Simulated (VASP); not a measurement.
# AlCu (Pm-3m) in VASP: further runs

Runs on AlCu. Level: PBEsol. Tasks: single point.

All numbers are computed with VASP 6.6.1; they aren't measurements. Logs are shortened: lines on timing, memory, paths and dates and some standing lists are left out, and cuts for length are marked.

## (1) The crystal as given

It takes space group Pm-3m (No. 221, cubic). Conventional cell: a = 2.961 Å, b = 2.961 Å, c = 2.961 Å, α = 90.00°, β = 90.00°, γ = 90.00°. Al (site symmetry m-3m) has 8 Cu at 2.56 Å as nearest neighbours. Cu (site symmetry m-3m) has 8 Al at 2.56 Å as nearest neighbours.

The cell comes from a database or a generator and needn't be the stable form of this composition.

## (2) Single point, PBEsol

The input, INCAR:

```
PREC = Accurate ; ENCUT = 520
EDIFF = 1E-7 ; ISMEAR = 0
SIGMA = 0.02 ; LREAL = F
LASPH = T ; NELM = 100
ALGO = Normal ; ISIF = 2
LWAVE = F ; LCHARG = F
GGA = PS ; NBANDS = 14
```

The input, KPOINTS:

```
Automatic mesh
0
Gamma
  6 6 6
  0.5 0.5 0.5
```

The input, POSCAR:

```
AlCu
1.0
    2.9605933190      0.0000000000      0.0000000000
    0.0000000000      2.9605933190      0.0000000000
    0.0000000000      0.0000000000      2.9605933190
Al Cu
1 1
Direct
    0.0000000000      0.0000000000      0.0000000000
    0.5000000000      0.5000000000      0.5000000000
```

Potentials or basis: VASP PAW PBE potentials, release 64 (Al, Cu).

Run with:

```bash
cat potpaw_PBE.64/Al/POTCAR potpaw_PBE.64/Cu/POTCAR > POTCAR
mpirun -np 1 vasp_std > vasp.out
```

OUTCAR:

```text
PREC = Accurate
   ENCUT = 520
   EDIFF = 1E-7
   ISMEAR = 0
   LREAL = F
   LASPH = T
   NELM = 100
   ISIF = 2
   GGA = PS

 ion  position               nearest neighbor table
   1  0.000  0.000  0.000-   2 2.56   2 2.56   2 2.56   2 2.56   2 2.56   2 2.56   2 2.56   2 2.56

   2  0.500  0.500  0.500-   1 2.56   1 2.56   1 2.56   1 2.56   1 2.56   1 2.56   1 2.56   1 2.56

  LATTYP: Found a simple cubic cell.
 ALAT       =     2.9605933190

  Lattice vectors:

 A1 = (   2.9605933190,   0.0000000000,   0.0000000000)
 A2 = (   0.0000000000,   2.9605933190,   0.0000000000)
 A3 = (   0.0000000000,   0.0000000000,   2.9605933190)

Analysis of symmetry for initial positions (statically):
=====================================================================
 Subroutine PRICEL returns:
 Original cell was already a primitive cell.

 Routine SETGRP: Setting up the symmetry group for a
 simple cubic supercell.

 Subroutine GETGRP returns: Found 48 space group operations
 (whereof 48 operations were pure point group operations)
 out of a pool of 48 trial point group operations.

The static configuration has the point symmetry O_h .

Analysis of symmetry for dynamics (positions and initial velocities):
=====================================================================
 Subroutine PRICEL returns:
 Original cell was already a primitive cell.

 Routine SETGRP: Setting up the symmetry group for a
 simple cubic supercell.

 Subroutine GETGRP returns: Found 48 space group operations
 (whereof 48 operations were pure point group operations)
 out of a pool of 48 trial point group operations.

The dynamic configuration has the point symmetry O_h .

 Subroutine INISYM returns: Found 48 space group operations
 (whereof 48 operations are pure point group operations),
 and found     1 'primitive' translations

----------------------------------------------------------------------------------------

                                     Primitive cell

  volume of cell :      25.9499

  direct lattice vectors                    reciprocal lattice vectors
     2.960593319  0.000000000  0.000000000     0.337770133  0.000000000  0.000000000
     0.000000000  2.960593319  0.000000000     0.000000000  0.337770133  0.000000000
     0.000000000  0.000000000  2.960593319     0.000000000  0.000000000  0.337770133

  length of vectors
     2.960593319  2.960593319  2.960593319     0.337770133  0.337770133  0.337770133

  position of ions in fractional coordinates (direct lattice)
     0.000000000  0.000000000  0.000000000
     0.500000000  0.500000000  0.500000000

  ion indices of the primitive-cell ions
   primitive index   ion index
                 1           1
                 2           2

----------------------------------------------------------------------------------------

 KPOINTS: Automatic mesh

Automatic generation of k-mesh.
 Grid dimensions read from file:
 generate k-points for:    6    6    6

 Generating k-lattice:

  Cartesian coordinates                     Fractional coordinates (reciprocal lattice)
     0.056295022  0.000000000  0.000000000     0.166666667  0.000000000  0.000000000
     0.000000000  0.056295022  0.000000000     0.000000000  0.166666667  0.000000000
     0.000000000  0.000000000  0.056295022     0.000000000  0.000000000  0.166666667

  Length of vectors
     0.056295022  0.056295022  0.056295022

  Shift w.r.t. Gamma in fractional coordinates (k-lattice)
     0.500000000  0.500000000  0.500000000

 Subroutine IBZKPT returns following result:
 ===========================================

 Found     10 irreducible k-points:

 Following reciprocal coordinates:
            Coordinates               Weight
  0.083333  0.083333  0.083333      8.000000
  0.250000  0.083333  0.083333     24.000000
  0.416667  0.083333  0.083333     24.000000
  0.250000  0.250000  0.083333     24.000000
  0.416667  0.250000  0.083333     48.000000
  0.416667  0.416667  0.083333     24.000000
  0.250000  0.250000  0.250000      8.000000
  0.416667  0.250000  0.250000     24.000000
  0.416667  0.416667  0.250000     24.000000
  0.416667  0.416667  0.416667      8.000000
   k-points           NKPTS =     10   k-points in BZ     NKDIM =     10   number of bands    NBANDS=     14
   number of dos      NEDOS =    301   number of ions     NIONS =      2
   total plane-waves  NPLWV =  13824
   dimension x,y,z NGX =    24 NGY =   24 NGZ =   24
   dimension x,y,z NGXF=    48 NGYF=   48 NGZF=   48
   ions per type =               1   1
   NGX,Y,Z   is equivalent  to a cutoff of  13.48, 13.48, 13.48 a.u.
   NGXF,Y,Z  is equivalent  to a cutoff of  26.95, 26.95, 26.95 a.u.
 SYSTEM =  unknown system
   PREC   = accura    normal or accurate (medium, high low for compatibility)
   ISTART =      0    job   : 0-new  1-cont  2-samecut
   ICHARG =      2    charge: 1-file 2-atom 10-const
   ISPIN  =      1    spin polarized calculation?
   LNONCOLLINEAR =      F non collinear calculations
   LSORBIT =      F    spin-orbit coupling
   LASPH  =      T    aspherical Exc in radial PAW
   ENCUT  =  520.0 eV  38.22 Ry    6.18 a.u.   5.50  5.50  5.50*2*pi/ulx,y,z
   NELM   =    100;   NELMIN=  2; NELMDL= -5     # of ELM steps
   EDIFF  = 0.1E-06   stopping-criterion for ELM
   LREAL  =      F    real-space projection
   EDIFFG = 0.1E-05   stopping-criterion for IOM
   NSW    =      0    number of steps for IOM
   IBRION =     -1    ionic relax: 0-MD 1-quasi-New 2-CG
   NFREE  =      0    steps in history (QN), initial steepest desc. (CG)
   ISIF   =      2    stress and relaxation
   ISYM   =      2    0-nonsym 1-usesym 2-fastsym
   POTIM  = 0.5000    time-step for ionic-motion
   TEBEG  =    0.0;   TEEND  =   0.0 temperature during run
   PSTRESS=    0.0 pullay stress
   NELECT =      14.0000    total number of electrons
   NUPDOWN=      -1.0000    fix difference up-down
   EMIN   =  10.00;   EMAX   =-10.00  energy-range for DOS
   EFERMI =   0.00;   METHOD = LEGACY
   ISMEAR =     0;   SIGMA  =   0.02  broadening in eV -4-tet -1-fermi 0-gaus
   EFERMI_NEDOS =   21; number of points for ismear=-14 and -15
   IALGO  =     38    algorithm
   IMIX   =      4    mixing-type and parameters
     AMIX     =   0.40;   BMIX     =  1.00
     AMIX_MAG =   1.60;   BMIX_MAG =  1.00
  volume/ion in A,a.u.               =      12.97        87.56
  Fermi-wavevector in a.u.,A,eV,Ry     =   1.332720  2.518475 24.165869  1.776141
  Thomas-Fermi vector in A             =   2.461633
   LORBIT       =      0    0 simple, 1 ext, 2 COOP (PROOUT), +10 PAW based schemes
   GGA     = PS    functional components
   LHFCALC =     F    Hartree Fock is set to
   AEXX    =    0.0000 exact exchange contribution
   IVDW    =     0    specifies the selected vdW correction
   LEPSILON=     F    determine dielectric tensor
   LRPA    =     F    only Hartree local field effects (RPA)
 non-spin polarized calculation
 Gauss-broadening in eV      SIGMA  =   0.02
  energy-cutoff  :      520.00
  volume of cell :       25.95
 maximum number of plane-waves:       709
 NGX is ok and might be reduce to    24
   NGX = 11   NGY = 11   NGZ = 11

 number of electron      14.0000017 magnetization

 Free energy of the ion-electron system (eV)
  ---------------------------------------------------
  ext. energy  EPLUGINS =         0.00000000
  ---------------------------------------------------
  free energy    TOTEN  =        -8.68845564 eV

  energy without entropy =       -8.68845564  energy(sigma->0) =       -8.68845564

 E-fermi :   9.2009     XC(G=0): -11.7833

 val. band max:        9.0828325957   @ k =   0.4167   0.4167   0.0833
 cond. band min:       9.5162676541   @ k =   0.4167   0.4167   0.2500
 fundamental gap:      0.4334350584
 Fermi energy:         9.2008919011

 k-point     1 :       0.0833    0.0833    0.0833
  band No.  band energies     occupation
      1      -1.9900      2.00000
      2       4.3915      2.00000
      3       4.3915      2.00000
      4       5.3495      2.00000
      5       5.3703      2.00000
      6       5.3703      2.00000
      7      12.1087      0.00000
      8      12.1087      0.00000
      9      12.7939      0.00000
     10      17.6151      0.00000
     11      17.6151      0.00000
     12      21.2380      0.00000
     13      25.3814      0.00000
     14      25.3817      0.00000

 k-point     2 :       0.2500    0.0833    0.0833
  band No.  band energies     occupation
      1      -1.0456      2.00000
      2       4.2993      2.00000
      3       4.5139      2.00000
      4       5.1479      2.00000
      5       5.1598      2.00000
      6       5.3938      2.00000
      7       8.5026      2.00000
      8      13.0599      0.00000
      9      13.6578      0.00000
     10      17.9428      0.00000
     11      20.1529      0.00000
     12      21.5834      0.00000
     13      21.7075      0.00000
     14      24.7480      0.00000

 k-point     3 :       0.4167    0.0833    0.0833
  band No.  band energies     occupation
      1       0.7541      2.00000
      2       3.0251      2.00000
      3       4.6541      2.00000
      4       4.9324      2.00000
      5       5.0839      2.00000
      6       5.4216      2.00000
      7       6.4105      2.00000
      8      14.6923      0.00000
      9      15.5423      0.00000
     10      17.2021      0.00000
     11      18.2676      0.00000
     12      20.0273      0.00000
     13      22.0069      0.00000
     14      24.3156      0.00000
[... 86 lines left out ...]
 k-point     9 :       0.4167    0.4167    0.2500
  band No.  band energies     occupation
      1       3.0930      2.00000
      2       4.1103      2.00000
      3       4.2172      2.00000
      4       5.0493      2.00000
      5       5.6425      2.00000
      6       6.2207      2.00000
      7       7.8071      2.00000
      8       9.5163      0.00000
      9      11.3615      0.00000
     10      13.8514      0.00000
     11      16.1383      0.00000
     12      16.6350      0.00000
     13      19.7219      0.00000
     14      28.2320      0.00000

 k-point    10 :       0.4167    0.4167    0.4167
  band No.  band energies     occupation
      1       3.5742      2.00000
      2       3.9149      2.00000
      3       3.9149      2.00000
      4       5.6945      2.00000
      5       5.6945      2.00000
      6       7.5878      2.00000
      7       9.7248      0.00000
      8       9.7248      0.00000
      9      11.2013      0.00000
     10      12.7615      0.00000
     11      12.7615      0.00000
     12      13.8346      0.00000
     13      16.2751      0.00000
     14      32.8454      0.00000

------------------------ aborting loop because EDIFF is reached ----------------------------------------

  FORCE on cell =-STRESS in cart. coord.  units (eV):
  Direction    XX          YY          ZZ          XY          YZ          ZX
  --------------------------------------------------------------------------------------
  -------------------------------------------------------------------------------------
  Total        0.1062330      0.1062330      0.1062330     -0.0000000     -0.0000000     -0.0000000
  in kB        6.5589443      6.5589443      6.5589443     -0.0000000     -0.0000000     -0.0000000
  external PRESSURE =       6.5589443 kB  Pullay stress =       0.0000000 kB

 VOLUME and BASIS-vectors are now :
 -----------------------------------------------------------------------------
  energy-cutoff  :      520.00
  volume of cell :       25.95
      direct lattice vectors                 reciprocal lattice vectors
     2.960593319  0.000000000  0.000000000     0.337770133  0.000000000  0.000000000
     0.000000000  2.960593319  0.000000000     0.000000000  0.337770133  0.000000000
     0.000000000  0.000000000  2.960593319     0.000000000  0.000000000  0.337770133

 POSITION                                       TOTAL-FORCE (eV/Angst)
 -----------------------------------------------------------------------------------
      0.00000      0.00000      0.00000         0.000000      0.000000      0.000000
      1.48030      1.48030      1.48030         0.000000      0.000000      0.000000
 -----------------------------------------------------------------------------------
    total drift:                                0.000000      0.000000     -0.000000

  FREE ENERGIE OF THE ION-ELECTRON SYSTEM (eV)
  ---------------------------------------------------
  free  energy   TOTEN  =        -8.6884556394 eV

  energy  without entropy=       -8.6884556394  energy(sigma->0) =       -8.68845564
```

Wall time 4.6 s (1 thread of Intel Xeon 6975P-C (Granite Rapids), shared host); peak memory 0.13 GiB.

What came out:

* Free energy: -8.6885 eV
* Pressure: 0.7 GPa
* Band gap on the k mesh: none (metal or under the smearing width)

Caveat: the PAW data sets were made with another functional, which shifts forces and pressure a little.

## (3) Single point, PBEsol

This run uses another cell than the first one, of 13.47 Å³/atom, 1.038 times its volume.

The input, INCAR:

```
SYSTEM = AlCu
PREC = Accurate
ENCUT = 520
EDIFF = 1E-6
ISMEAR = 0
SIGMA = 0.02
LREAL = .False.
LASPH = .True.
NELM = 100
ALGO = Normal
ISIF = 2
LWAVE = .False.
LCHARG = .False.
GGA = PS
NBANDS = 14
```

KPOINTS is that of step 2.

The input, POSCAR:

```
AlCu
1.0
    2.9975090000      0.0000000000      0.0000000000
    0.0000000000      2.9975090000      0.0000000000
    0.0000000000      0.0000000000      2.9975090000
Al Cu
1 1
Direct
    0.0000000000      0.0000000000      0.0000000000
    0.5000000000      0.5000000000      0.5000000000
```

Potentials or basis: VASP PAW PBE potentials, release 64 (Al, Cu).

Run with:

```bash
cat potpaw_PBE.64/Al/POTCAR potpaw_PBE.64/Cu/POTCAR > POTCAR
mpirun -np 1 vasp_std > vasp.out
```

Run time: 3 s. Hardware: 1 thread of Intel Xeon 6975P-C (Granite Rapids), shared host; peak memory 0.13 GiB.

It converged, with:

| Item | Value |
| --- | --- |
| Free energy | -8.6785 eV |
| Pressure | -3.5 GPa |
| Band gap on the k mesh | none (metal or under the smearing width) |

Levels at points of the mesh, in eV from the Fermi level:
| k point | band 3 | band 4 | band 5 | band 6 | band 7 | band 8 | band 9 | band 10 | band 11 | band 12 |
| --- | --- | --- | --- | --- | --- | --- | --- | --- | --- | --- |
| (0.08, 0.08, 0.08) | -4.64 | -3.75 | -3.73 | -3.73 | 2.84 | 2.84 | 3.45 | 8.28 | 8.28 | 11.47 |

Caveat: the PAW data sets were made with another functional, which shifts forces and pressure a little.
